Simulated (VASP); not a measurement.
**VASP 6.6.1 run: ZnSe**

INCAR

```
ISIF = 2
NBANDS = 16
NELM = 120
LASPH = .TRUE.
PREC = Accurate
ENCUT = 520
LWAVE = .FALSE.
EDIFF = 1E-7
SIGMA = 0.02
NELMIN = 4
LREAL = .FALSE.
LCHARG = .FALSE.
GGA = PE
IBRION = -1
NSW = 0
ISMEAR = -1
```

KPOINTS

```
KPOINTS created by Atomic Simulation Environment
0
Gamma
8 8 8
0 0 0
```

POSCAR

```
Zn Se
 1.0000000000000000
     0.0000000000000000    2.9173933049000000    2.7298907214999999
     2.9173933049000000    0.0000000000000000    2.7298907214999999
     2.9173933049000000    2.9173933049000000    0.0000000000000000
 Zn  Se
   1   1
Cartesian
  0.0000000000000000  0.0000000000000000  0.0000000000000000
  1.4586966524500000  1.4586966524500000  1.3649453607499997
```

The recommended PBE PAW datasets give the neutral cell 18 valence electrons.

Command

```
mpirun -np 1 vasp_std
```

OSZICAR

```
N       E                     dE             d eps       ncg     rms          rms(c)
DAV:   1     0.874971298252E+02    0.87497E+02   -0.87776E+03  1888   0.128E+03
DAV:   2    -0.824502333845E+00   -0.88322E+02   -0.82835E+02  2176   0.253E+02
DAV:   3    -0.626466897226E+01   -0.54402E+01   -0.54195E+01  2312   0.612E+01
DAV:   4    -0.630808958771E+01   -0.43421E-01   -0.43417E-01  2352   0.588E+00
DAV:   5    -0.630829981717E+01   -0.21023E-03   -0.21023E-03  2328   0.366E-01    0.456E+00
DAV:   6    -0.603535271696E+01    0.27295E+00   -0.53557E-01  2752   0.235E+01    0.350E+00
DAV:   7    -0.601656589171E+01    0.18787E-01   -0.15183E-01  2152   0.345E+00    0.149E+00
DAV:   8    -0.601635369724E+01    0.21219E-03   -0.43296E-03  2576   0.639E-01    0.443E-01
DAV:   9    -0.601659307702E+01   -0.23938E-03   -0.10812E-03  2248   0.250E-01    0.673E-02
DAV:  10    -0.601669208469E+01   -0.99008E-04   -0.16124E-04  2408   0.984E-02    0.185E-02
DAV:  11    -0.601669228537E+01   -0.20069E-06   -0.29358E-05  2208   0.441E-02    0.481E-03
DAV:  12    -0.601669341422E+01   -0.11288E-05   -0.38521E-06  2472   0.125E-02    0.312E-03
DAV:  13    -0.601669350040E+01   -0.86177E-07   -0.56777E-07  2296   0.581E-03
   1 F= -.60166935E+01 E0= -.60166935E+01  d E =-.679579E-11
```

From OUTCAR

```
k-points           NKPTS =     59   k-points in BZ     NKDIM =     59   number of bands    NBANDS=     16

   NELECT =      18.0000    total number of electrons

   dimension x,y,z NGX =    30 NGY =   30 NGZ =   32
   dimension x,y,z NGXF=    60 NGYF=   60 NGZF=   64

  energy-cutoff  :      520.00
  volume of cell :       46.47
      direct lattice vectors                 reciprocal lattice vectors
     0.000000000  2.917393305  2.729890721    -0.171385874  0.171385874  0.183157515
     2.917393305  0.000000000  2.729890721     0.171385874 -0.171385874  0.183157515
     2.917393305  2.917393305  0.000000000     0.171385874  0.171385874 -0.183157515

 k-points in reciprocal lattice and weights: KPOINTS created by Atomic Simulation Env
   0.00000000  0.00000000  0.00000000       0.002
   0.12500000  0.00000000  0.00000000       0.016
   0.25000000  0.00000000  0.00000000       0.016
   0.37500000  0.00000000  0.00000000       0.016
   0.50000000  0.00000000  0.00000000       0.008
   0.12500000  0.12500000  0.00000000       0.004
   0.25000000  0.12500000  0.00000000       0.016
   0.37500000  0.12500000  0.00000000       0.016
   ...

 E-fermi :   1.9566

 k-point     1 :       0.0000    0.0000    0.0000
  band No.  band energies     occupation
      1     -11.6833      2.00000
      2      -5.0409      2.00000
      3      -5.0409      2.00000
      4      -5.0144      2.00000
      5      -4.6906      2.00000
      6      -4.6817      2.00000
      7       1.3623      2.00000
      8       1.3623      2.00000
      9       1.5713      2.00000
     10       2.6243      0.00000
     11       7.2508      0.00000
     12       7.2816      0.00000
     13       7.2816      0.00000
     14      11.2843      0.00000
     15      12.2831      0.00000
     16      13.2673      0.00000

 k-point     2 :       0.1250    0.0000    0.0000
  band No.  band energies     occupation
      1     -11.5863      2.00000
      2      -5.0312      2.00000
      3      -5.0270      2.00000
      4      -5.0009      2.00000
      5      -4.6904      2.00000
      6      -4.6841      2.00000
      7       0.1225      2.00000
      8       1.1980      2.00000
      9       1.3790      2.00000
     10       3.6238      0.00000
     11       7.1261      0.00000
     12       7.5032      0.00000
     13       7.5776      0.00000
     14      11.6884      0.00000
     15      12.0180      0.00000
     16      12.4711      0.00000

 k-point     3 :       0.2500    0.0000    0.0000
  band No.  band energies     occupation
      1     -11.3351      2.00000
      2      -4.9972      2.00000
      3      -4.9852      2.00000
      4      -4.9563      2.00000
      5      -4.6860      2.00000
      6      -4.6844      2.00000
      7      -1.5579      2.00000
      8       0.8469      2.00000
      9       1.1055      2.00000
     10       4.1127      0.00000
     11       7.6918      0.00000
     12       7.7552      0.00000
     13       8.2466      0.00000
     14      11.6883      0.00000
     15      11.7311      0.00000
     16      12.5249      0.00000

 ...

  Total        0.0779252      0.0779252      0.6547488      0.0000000     -0.0000000      0.0000000
  in kB        2.6867252      2.6867252     22.5746015      0.0000000     -0.0000000      0.0000000
  external PRESSURE =       9.3160173 kB  Pullay stress =       0.0000000 kB

 POSITION                                       TOTAL-FORCE (eV/Angst)
 -----------------------------------------------------------------------------------
      0.00000      0.00000      0.00000         0.000000      0.000000      0.000000
      1.45870      1.45870      1.36495        -0.000000     -0.000000     -0.000000
 -----------------------------------------------------------------------------------
    total drift:                                0.000005      0.000005      0.000010

  FREE ENERGIE OF THE ION-ELECTRON SYSTEM (eV)
  ---------------------------------------------------
  free  energy   TOTEN  =        -6.0166935004 eV

  energy  without entropy=       -6.0166935004  energy(sigma->0) =       -6.01669350
```

It converged. Results: gap between bands v and c on the k mesh 1.05 eV; least direct gap on the k mesh 1.05 eV; pressure 0.9 GPa. Band v is the last that the valence electrons fill when counted band by band, and c is the next.

For comparison, a separate PBE run of the intended cell, on usual settings and not on those above, gives a gap of 1.05 eV on its mesh and a pressure of 0.9 GPa.

The run above took about 43 s on one core of a shared host (Intel Xeon Platinum 8488C) and held 0.2 GiB at most.
